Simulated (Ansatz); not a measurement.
# Al2O3: gradients and densities at the nuclei, part 3 of 3

Aim: the electric field gradients, contact densities and, where there is spin, contact fields at the nuclei of Al2O3, and how far they depend on positions and on the level of theory. The cell is a computed entry of the Materials Project. Planned: a single point, then r2SCAN, then a check of grid.

Ansatz 0.2.0; DFT, PBE, plane-wave PAW, default files, scalar-relativistic, as far as a step names no other. Earlier steps stand in the parts before.

### Step 4. A check on settings: kpoints.mp_grid.grid = [1, 2, 2]

Input file input.yaml:

```yaml
crystal:
  lattice:
    - [7.089941, 0.0, 0.0]
    - [0.0, 4.846933, 0.0]
    - [0.0, 0.0, 4.985404]
  atoms:
    - { symbol: Al, position: [0.390395, 0.252152, 0.030514] }
    - { symbol: Al, position: [0.609605, 0.252152, 0.469486] }
    - { symbol: Al, position: [0.109605, 0.247848, 0.530514] }
    - { symbol: Al, position: [0.890395, 0.247848, 0.969486] }
    - { symbol: Al, position: [0.609605, 0.747848, 0.969486] }
    - { symbol: Al, position: [0.390395, 0.747848, 0.530514] }
    - { symbol: Al, position: [0.890395, 0.752152, 0.469486] }
    - { symbol: Al, position: [0.109605, 0.752152, 0.030514] }
    - { symbol: O, position: [0.654002, 0.107021, 0.101976] }
    - { symbol: O, position: [0.345998, 0.107021, 0.398024] }
    - { symbol: O, position: [0.845998, 0.392979, 0.601976] }
    - { symbol: O, position: [0.154002, 0.392979, 0.898024] }
    - { symbol: O, position: [0.345998, 0.892979, 0.898024] }
    - { symbol: O, position: [0.654002, 0.892979, 0.601976] }
    - { symbol: O, position: [0.154002, 0.607021, 0.398024] }
    - { symbol: O, position: [0.845998, 0.607021, 0.101976] }
    - { symbol: O, position: [0.0, 0.049404, 0.25] }
    - { symbol: O, position: [0.5, 0.450596, 0.75] }
    - { symbol: O, position: [0.0, 0.950596, 0.75] }
    - { symbol: O, position: [0.5, 0.549404, 0.25] }
kpoints:
  mp_grid: { grid: [1, 2, 2] }
scf:
  occupations: { method: fermi_dirac, width: 0.02 }
hamiltonian:
  xc: pbe
  pseudopotentials: { kind: paw }
output:
  forces: true
  stress: true
  populations: true
  efg:
    quadrupole_moments_barn: { Al: 0.1466, O: -0.02558 }
    contact_densities: true
```

Started as:

```console
ansatz run input.yaml --threads 1 --pin off --max-ram 2560MiB --backend cpu --events-out ev --progress --plain --runs-dir out
```

The program printed:

```text
Warning: RAYON_NUM_THREADS=1 ignored (pool sized by the plan → 1); use --threads N
Engine: ansatz 0.2.0, x86_64-unknown-linux-gnu
Pseudopotentials: kind: paw
Pseudopotential: Al, paw, valence charge 3, recommended cutoff 420 eV (normal), Al.paw.azcp
Pseudopotential: O, paw, valence charge 6, recommended cutoff 420 eV (normal), O.paw.azcp
Functional definition: PBE
  parameter kappa = 0.804
  parameter beta = 0.06672455060314922
  exchange = pbe_x(kappa = kappa, mu = beta*pi^2/3)
  correlation = pbe_c(beta = beta)
Crystal: 20 atoms, lattice volume = 171.321 Å³
Basis set: ecut = 420 eV, 3351 PW (Γ), exchange–correlation on 96×72×72 points (8 copies of the dense FFT grid, shifted against one another)
Bands: 68, of which v1, the nominal top of the filled ones, is band 48 counted from 1 (47 counted from 0)
Symmetry: 8 space group operations
Space group: Pbcn (ITA 60), of the structure as read, at distance tolerance 5.6e-5 Å
k-points: 4
Non-local potential: Al, projectors of the file, l = 0: 2, l = 1: 2, l = 2: 1
Non-local potential: O, projectors of the file, l = 0: 2, l = 1: 2, l = 2: 1
PAW form: soft (Blöchl's): semilocal exchange-correlation on the pseudo side does not see the compensation charge
PAW one-centre angular grid: Al, 110 points (default); XC on 64 Gauss nodes
PAW one-centre angular grid: O, 110 points (default); XC on 64 Gauss nodes
Initial density: superposition of atomic densities (neutral atoms: chi_scale 0, normalization atom), corrected by the library's trained network
Initial wavefunctions: pseudopotential atomic-orbital guess
Functional: x = pbe(κ = 0.804, μ = 0.2195149727645171), c = pbe(β = 0.06672455060314922)
SCF iter   1: F=—  HF=-11137.201284 eV  |F-HF|=—  |Δ(HF+E_count)|=         —  Δρ=2.32e-3  dr2=3.88e-3  ethr=1.77e-3  ⟨swp⟩=6.8  Hψ=1265  notcnv=0  defer=10
preconditioner: auto → Resta (q_TF=auto, 2.477 Å⁻¹)  ε∞=3.7  [insulator: Δε(μ)=5.309 eV  Ē_g=16.839 eV  σ=0.020 eV  W_gap=1.00  n_scr=36 (ndim 8)  ℏωp=27.8 eV  f_vac=0.000  D(μ)=0.00/eV (n_scr^D=0)  ε∞_Penn≈3.7]
SCF iter   2: F=—  HF=-11137.203462 eV  |F-HF|=—  |Δ(HF+E_count)|=   2.18e-3  Δρ=1.25e-3  dr2=1.16e-3  ethr=4.04e-6  ⟨swp⟩=2.0  Hψ=532  notcnv=0  defer=55
SCF iter   3: F=—  HF=-11137.204803 eV  |F-HF|=—  |Δ(HF+E_count)|=   1.34e-3  Δρ=3.77e-4  dr2=1.92e-4  ethr=1.21e-6  ⟨swp⟩=2.8  Hψ=439  notcnv=0  defer=55
SCF iter   4: F=—  HF=-11137.204789 eV  |F-HF|=—  |Δ(HF+E_count)|=   1.41e-5  Δρ=9.74e-5  dr2=8.36e-6  ethr=2.00e-7  ⟨swp⟩=2.0  Hψ=387  notcnv=0  defer=55
SCF iter   5: F=—  HF=-11137.204930 eV  |F-HF|=—  |Δ(HF+E_count)|=   1.40e-4  Δρ=3.27e-5  dr2=1.29e-6  ethr=8.71e-9  ⟨swp⟩=2.0  Hψ=398  notcnv=0  defer=55
SCF iter   6: F=—  HF=-11137.204930 eV  |F-HF|=—  |Δ(HF+E_count)|=   3.40e-7  Δρ=1.19e-5  dr2=1.44e-7  ethr=1.34e-9  ⟨swp⟩=2.0  Hψ=374  notcnv=0  defer=55
SCF iter   7: F=-11137.204930 eV  HF=-11137.204930 eV  |F-HF|=6.88e-9  |Δ(HF+E_count)|=   1.80e-8  Δρ=3.69e-6  dr2=9.95e-9  ethr=1.04e-10  ⟨swp⟩=12.2  Hψ=1314  notcnv=0
SCF 1 converged in 7 iterations: F = -11137.204930 eV  dr2 = 9.95e-9
SCF converged after 7 iterations
Free energy (F): -11137.204930 eV
Harris-Foulkes:  -11137.204930 eV  (|F-HF|=6.88e-9)
Internal energy: -11137.204930 eV  (E = F + TS)
E sigma→0 (E₀):  -11137.204930 eV
Fermi energy:    10.581335 eV
--- Per-component energies (eV) ---
  E_band       = 152.642275
  E_kinetic    = 2356.051701
  E_local      = -3900.664330  (includes V_loc(G=0)·N_el)
  E_nonlocal   = 646.276560
  E_hartree    = 1453.032450
  E_xc         = -1224.429655
  E_vxc        = -1390.788120  (∫ρ·V_xc dr)
  E_paw        = -5641.139469  (= ΣΔE_a)
  E_vpaw       = -464.326630  (= ΣTr[D̂ρ^β])
  E_aug_tail   = 0.030273  (compensation charges beyond the density's cutoff)
  E_ewald      = -4826.362459
  E_smearing   = -0.000000  (= −TS)
  E_closure    = -0.000000  (closes the sum)
  Σ components = -11137.204930   (vs F -11137.204930, Δ=0.00e0)
--- Forces (eV/Å), atoms counted from 1 ---
  atom   1  Al    -0.00806365     0.01976900    -0.01554666
  atom   2  Al     0.00806365     0.01976900     0.01554666
  atom   3  Al     0.00806365    -0.01976900    -0.01554666
  atom   4  Al    -0.00806365    -0.01976900     0.01554666
  atom   5  Al     0.00806365    -0.01976900     0.01554666
  atom   6  Al    -0.00806365    -0.01976900    -0.01554666
  atom   7  Al    -0.00806365     0.01976900     0.01554666
  atom   8  Al     0.00806365     0.01976900    -0.01554666
  atom   9  O     -0.02515764     0.03793330    -0.03272099
  atom  10  O      0.02515764     0.03793330     0.03272099
  atom  11  O      0.02515764    -0.03793330    -0.03272099
  atom  12  O     -0.02515764    -0.03793330     0.03272099
  atom  13  O      0.02515764    -0.03793330     0.03272099
  atom  14  O     -0.02515764    -0.03793330    -0.03272099
  atom  15  O     -0.02515764     0.03793330     0.03272099
  atom  16  O      0.02515764     0.03793330    -0.03272099
  atom  17  O      0.00000000     0.02123918     0.00000000
  atom  18  O     -0.00000000    -0.02123918    -0.00000000
  atom  19  O      0.00000000    -0.02123918    -0.00000000
  atom  20  O      0.00000000     0.02123918     0.00000000
  max |Σ_I F_I| component: 2.08e-17 eV/Å
--- Stress (GPa, compression-positive) ---
       -0.457712       0.000000       0.000000
        0.000000      -0.115634      -0.000000
        0.000000      -0.000000       0.114560
  P = ⅓ Tr σ = -0.1529 GPa (-1.529 kbar)
--- PAW observables at the nuclei: V_zz in 10²¹ V/m², potentials from the cell's mean, atoms counted from 1 ---
  atom   1  Al V_zz =    +1.287852   η = 0.6566   by run symmetry: allowed   C_q = +4.5651 MHz
            electrostatic potential = -1231.188405 V   contact ρ = 10078.399107 e/Å³
  atom   2  Al V_zz =    +1.287852   η = 0.6566   by run symmetry: allowed   C_q = +4.5651 MHz
            electrostatic potential = -1231.188405 V   contact ρ = 10078.399107 e/Å³
  atom   3  Al V_zz =    +1.287852   η = 0.6566   by run symmetry: allowed   C_q = +4.5651 MHz
            electrostatic potential = -1231.188405 V   contact ρ = 10078.399107 e/Å³
  atom   4  Al V_zz =    +1.287852   η = 0.6566   by run symmetry: allowed   C_q = +4.5651 MHz
            electrostatic potential = -1231.188405 V   contact ρ = 10078.399107 e/Å³
  atom   5  Al V_zz =    +1.287852   η = 0.6566   by run symmetry: allowed   C_q = +4.5651 MHz
            electrostatic potential = -1231.188405 V   contact ρ = 10078.399107 e/Å³
  atom   6  Al V_zz =    +1.287852   η = 0.6566   by run symmetry: allowed   C_q = +4.5651 MHz
            electrostatic potential = -1231.188405 V   contact ρ = 10078.399107 e/Å³
  atom   7  Al V_zz =    +1.287852   η = 0.6566   by run symmetry: allowed   C_q = +4.5651 MHz
            electrostatic potential = -1231.188405 V   contact ρ = 10078.399107 e/Å³
  atom   8  Al V_zz =    +1.287852   η = 0.6566   by run symmetry: allowed   C_q = +4.5651 MHz
            electrostatic potential = -1231.188405 V   contact ρ = 10078.399107 e/Å³
  atom   9  O  V_zz =    -3.806280   η = 0.2193   by run symmetry: allowed   C_q = +2.3543 MHz
            electrostatic potential = -625.453936 V   contact ρ = 2154.773481 e/Å³
  atom  10  O  V_zz =    -3.806280   η = 0.2193   by run symmetry: allowed   C_q = +2.3543 MHz
            electrostatic potential = -625.453936 V   contact ρ = 2154.773481 e/Å³
  atom  11  O  V_zz =    -3.806280   η = 0.2193   by run symmetry: allowed   C_q = +2.3543 MHz
            electrostatic potential = -625.453936 V   contact ρ = 2154.773481 e/Å³
  atom  12  O  V_zz =    -3.806280   η = 0.2193   by run symmetry: allowed   C_q = +2.3543 MHz
            electrostatic potential = -625.453936 V   contact ρ = 2154.773481 e/Å³
  atom  13  O  V_zz =    -3.806280   η = 0.2193   by run symmetry: allowed   C_q = +2.3543 MHz
            electrostatic potential = -625.453936 V   contact ρ = 2154.773481 e/Å³
  atom  14  O  V_zz =    -3.806280   η = 0.2193   by run symmetry: allowed   C_q = +2.3543 MHz
            electrostatic potential = -625.453936 V   contact ρ = 2154.773481 e/Å³
  atom  15  O  V_zz =    -3.806280   η = 0.2193   by run symmetry: allowed   C_q = +2.3543 MHz
            electrostatic potential = -625.453936 V   contact ρ = 2154.773481 e/Å³
  atom  16  O  V_zz =    -3.806280   η = 0.2193   by run symmetry: allowed   C_q = +2.3543 MHz
            electrostatic potential = -625.453936 V   contact ρ = 2154.773481 e/Å³
  atom  17  O  V_zz =    -2.920395   η = 0.3589   by run symmetry: allowed   C_q = +1.8063 MHz
            electrostatic potential = -625.706810 V   contact ρ = 2154.579676 e/Å³
  atom  18  O  V_zz =    -2.920395   η = 0.3589   by run symmetry: allowed   C_q = +1.8063 MHz
            electrostatic potential = -625.706810 V   contact ρ = 2154.579676 e/Å³
  atom  19  O  V_zz =    -2.920395   η = 0.3589   by run symmetry: allowed   C_q = +1.8063 MHz
            electrostatic potential = -625.706810 V   contact ρ = 2154.579676 e/Å³
  atom  20  O  V_zz =    -2.920395   η = 0.3589   by run symmetry: allowed   C_q = +1.8063 MHz
            electrostatic potential = -625.706810 V   contact ρ = 2154.579676 e/Å³
--- Band table (eV) ---
  k-point 0: bands = ["-11.2537", "-10.1566", "-9.4312", "-9.1811", "-9.1198", "-8.9198", "-8.6704", "-8.5433", "-8.5242", "-8.4650", "-8.4308", "-8.1524", "1.7242", "1.7405", "1.7886", "1.7947", "2.7480", "2.9175", "2.9357", "3.0629", "3.2293", "3.2370", "3.5073", "3.6882", "3.8045", "3.9480", "4.7075", "5.2777", "5.3337", "5.6853", "5.7075", "5.9218", "6.0059", "6.0656", "6.3634", "6.4515", "6.8120", "6.8571", "7.1328", "7.1434", "7.1482", "7.3495", "7.3535", "7.3976", "7.4061", "7.7566", "7.7733", "7.9237", "13.2388", "16.2318", "16.4500", "16.8545", "17.4820", "17.5064", "17.8424", "18.4304", "18.4419", "18.5590", "18.9817", "19.0634", "19.0934", "19.9422", "20.0047", "20.0355", "20.1004", "20.2705", "20.6590", "20.7979"]
  k-point 1: bands = ["-10.4845", "-10.4845", "-9.5123", "-9.5123", "-9.0433", "-9.0433", "-8.8249", "-8.8249", "-8.3810", "-8.3810", "-8.3511", "-8.3511", "1.7434", "1.7434", "2.2436", "2.2436", "2.7833", "2.7833", "3.5058", "3.5058", "3.5552", "3.5552", "3.7760", "3.7760", "4.7335", "4.7335", "4.7653", "4.7653", "4.9606", "4.9606", "5.2044", "5.2044", "6.1255", "6.1255", "6.2393", "6.2393", "6.4489", "6.4489", "6.6986", "6.6986", "6.8585", "6.8585", "7.3283", "7.3283", "7.6351", "7.6351", "7.8074", "7.8074", "15.7898", "15.7898", "16.4105", "16.4105", "17.0262", "17.0262", "18.2024", "18.2024", "18.5661", "18.5661", "19.2945", "19.2945", "19.3270", "19.3270", "19.7801", "19.7801", "20.2823", "20.2823", "20.3234", "20.3234"]
  k-point 2: bands = ["-10.4573", "-10.4573", "-9.5704", "-9.5704", "-9.0014", "-9.0014", "-8.7042", "-8.7042", "-8.6365", "-8.6365", "-8.1966", "-8.1966", "1.6693", "1.6693", "2.0963", "2.0963", "2.5323", "2.5323", "2.5889", "2.5889", "3.5455", "3.5455", "3.7640", "3.7640", "4.8676", "4.8676", "5.3506", "5.3506", "5.6283", "5.6283", "5.6459", "5.6459", "5.8254", "5.8254", "6.4463", "6.4463", "6.5565", "6.5565", "6.7084", "6.7084", "7.2440", "7.2440", "7.3432", "7.3432", "7.4347", "7.4347", "7.7936", "7.7936", "15.7400", "15.7400", "16.5250", "16.5250", "16.5591", "16.5591", "17.6908", "17.6908", "18.3495", "18.3495", "18.6165", "18.6165", "18.6303", "18.6303", "20.0747", "20.0747", "20.2254", "20.2254", "21.3574", "21.3574"]
  k-point 3: bands = ["-9.8292", "-9.8292", "-9.8292", "-9.8292", "-9.0631", "-9.0631", "-9.0631", "-9.0631", "-8.5054", "-8.5054", "-8.5054", "-8.5054", "2.1407", "2.1407", "2.1407", "2.1407", "3.3414", "3.3414", "3.3414", "3.3414", "3.6597", "3.6597", "3.6597", "3.6597", "4.6770", "4.6770", "4.6770", "4.6770", "5.3156", "5.3156", "5.3156", "5.3156", "6.1457", "6.1457", "6.1457", "6.1457", "6.4933", "6.4933", "6.4933", "6.4933", "6.9315", "6.9315", "6.9315", "6.9315", "7.6563", "7.6563", "7.6563", "7.6563", "16.8420", "16.8420", "16.8420", "16.8420", "17.0080", "17.0080", "17.0080", "17.0080", "18.1436", "18.1436", "18.1436", "18.1436", "19.0255", "19.0255", "19.0255", "19.0255", "20.7216", "20.7216", "20.7216", "20.7216"]
--- Löwdin populations: 20 sites ---
  site symbol       q [e]
     0     Al      1.7296
     1     Al      1.7296
     2     Al      1.7296
     3     Al      1.7296
     4     Al      1.7296
     5     Al      1.7296
     6     Al      1.7296
     7     Al      1.7296
     8      O      6.7798
     9      O      6.7798
    10      O      6.7798
    11      O      6.7798
    12      O      6.7798
    13      O      6.7798
    14      O      6.7798
    15      O      6.7798
    16      O      6.7975
    17      O      6.7975
    18      O      6.7975
    19      O      6.7975
  spilling = 0.007657 (of n_electrons = 96.000000)
```

Run time: 2.6 s. Hardware: 1 thread of an x86-64 CPU, shared host; peak memory 0.56 GiB.

State: gap on the mesh 5.32 eV, largest force 0.056 eV/Å, pressure -0.2 GPa.

What changed since step 2 (V_zz in 10²¹ V/m²):

```csv
site,atoms,"V_zz, PBE","V_zz, new settings","η, PBE","η, new settings"
Al,"1, 2, 3, …",1.29,1.29,0.68,0.66
O9,"9, 10, 11, …",-3.93,-3.81,0.22,0.22
O17,"17, 18, 19, …",-2.93,-2.92,0.30,0.36
```

The sizes of the gradients above 0.15 moved by 0.3 % in the median, 3 % at the site that moves most (small gradients counted from 0.15; O9, -3.93 to -3.81). The free energy moved by +7.4 meV/atom. These settings are under the usual standard, and the error shows.

### Step 5. Spectra that follow from step 2

¹⁷O (I = 5/2, Q = -25.58 mb) at 9.40 T, Larmor frequency 54.3 MHz. Second-order quadrupolar shifts of the central transition; chemical shifts are not computed, so all sites share one zero.

```csv
site,count,C_Q (MHz),η,ν_Q (MHz),δ_QIS (ppm)
O9,8,2.43,0.22,0.365,-12.2
O17,4,1.81,0.30,0.272,-6.9
```

¹⁷O central transition, under fast magic-angle spinning:

kHz, intensity and a bar:
```
     -1.7          0 
     -1.6          5 #
     -1.5          5 ##
     -1.4          6 ##
     -1.3          6 ##
     -1.2          7 ##
     -1.1         28 ########
     -1.0         51 ###############
     -0.9         56 #################
     -0.8         46 ##############
     -0.7         47 ##############
     -0.6         68 ####################
     -0.5         89 ###########################
     -0.4         97 #############################
     -0.3        100 ##############################
     -0.2         87 ##########################
     -0.1         27 ########
      0.0          0
```

### Step 6. Outcome

This closing draws on all 3 parts.

```
                                                quantity                                                                                                                          value
                                          state (step 2)                                                            gap on the mesh 5.32 eV, largest force 0.008 eV/Å, pressure 0.2 GPa
                        V_zz by site, step 2 (10²¹ V/m²)                                                                                                   Al 1.29, O9 -3.93, O17 -2.93
                             largest C_Q in size, step 2                                                                                                           4.56 MHz, ²⁷Al at Al
               step 3 (functional r2SCAN) against step 2                 1.9 % in the median, 2.4 % at the site that moves most (small gradients counted from 0.15; O9, -3.93 to -4.03)
step 4 (kpoints.mp_grid.grid = [1, 2, 2]) against step 2  0.3 % in the median, 3 % at the site that moves most (small gradients counted from 0.15; O9, -3.93 to -3.81); coarse settings
```

In words: The largest gradient sits at O9 (4 Al at 1.89–2.03 Å; also 4 Al at 3.02–3.33 Å). Between PBE and r2SCAN the gradients differ by up to 2.4 %. At 9.40 T the ¹⁷O line of the largest coupling listed spans about 1.5 kHz under magic-angle spinning and 4.1 kHz static, from the quadrupolar part alone (no shift anisotropy).

The gaps are Kohn-Sham values of a semilocal functional, not quasiparticle or optical gaps. Such gaps usually fall short of the measured ones.
